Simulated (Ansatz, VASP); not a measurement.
# Two plane-wave programs on MoH5

The input INCAR:

```
SYSTEM = MoH5
PREC = Accurate
ENCUT = 600
EDIFF = 1E-6
ISMEAR = 0
SIGMA = 0.1
LREAL = .FALSE.
LASPH = .TRUE.
NELM = 80
ALGO = Normal
ISIF = 3
LWAVE = .FALSE.
LCHARG = .FALSE.
GGA = PE
IBRION = 2
NSW = 90
EDIFFG = -0.04
```

Contents of KPOINTS:

```
Automatic mesh
0
G
  6 6 4
  0 0 0
```

POSCAR

```
MoH5
1.0
    3.7067389000      0.0000000000      0.0000000000
    0.0000000000      3.7067389000      0.0000000000
    0.0000000000      0.0000000000      4.9712583400
H Mo
5 1
Direct
    0.3489060900      0.0000000000      0.5454677300
    0.6510939100      0.0000000000      0.5454677300
    0.0000000000      0.3489060900      0.5454677300
    0.0000000000      0.6510939100      0.5454677300
    0.5000000000      0.5000000000      0.7357092000
    0.5000000000      0.5000000000      0.1278882800
```

Input for Ansatz:

```yaml
crystal:
  lattice:
    - [3.7067389, 0.0, 0.0]
    - [0.0, 3.7067389, 0.0]
    - [0.0, 0.0, 4.97125834]
  atoms:
    - { symbol: H, position: [0.34890609, 0.0, 0.54546773] }
    - { symbol: H, position: [0.65109391, 0.0, 0.54546773] }
    - { symbol: H, position: [0.0, 0.34890609, 0.54546773] }
    - { symbol: H, position: [0.0, 0.65109391, 0.54546773] }
    - { symbol: H, position: [0.5, 0.5, 0.7357092] }
    - { symbol: Mo, position: [0.5, 0.5, 0.12788828] }
basis:
  ecutwfc: 420
kpoints:
  mp_grid: { grid: [6, 6, 4] }
hamiltonian:
  xc: pbe
scf:
  occupations: { method: gaussian, width: 0.1 }
  lower_state_search: "off"
output:
  forces: true
  stress: true
  eigenvalues: true
relax:
  adjacent_minimum: "off"
  f_tol: 0.04
  max_steps: 70
  cell: { stress_tol: 0.4 }
```

Alike in both runs: task relaxation of cell and atoms; functional PBE; k mesh 6 × 6 × 4; occupations gaussian, width 0.1 eV; no spin polarisation.

|  | VASP | Ansatz |
| --- | --- | --- |
| version | VASP 6.6.1 | Ansatz 0.2.0 |
| potentials or method | VASP PAW PBE potentials, release 64 (H, Mo_sv) | scalar-relativistic, plane waves, PAW |
| plane-wave cutoff (eV) | 600 | 420 |
| valence electrons in the cell | 19 | 19 |

```csv
,VASP,Ansatz,Ansatz less VASP
"gap on the k mesh at the Fermi level, each at its own relaxed structure (eV)",none,none,-
relaxed volume (Å³/atom),8.60,9.58,+0.977
relaxed cell length with the largest relative difference (Å),6.910,7.726,+0.8156
energy change over the relaxation (meV/atom),-798,-808,-10.2
```

A gap of «none» marks a metal or a gap that the smearing closes. One of these differences is far larger than is usual between the two programs; its cause wasn't traced.

Caveats: the volume moved by over 15 % at a fixed basis, so the end points are rough (VASP).
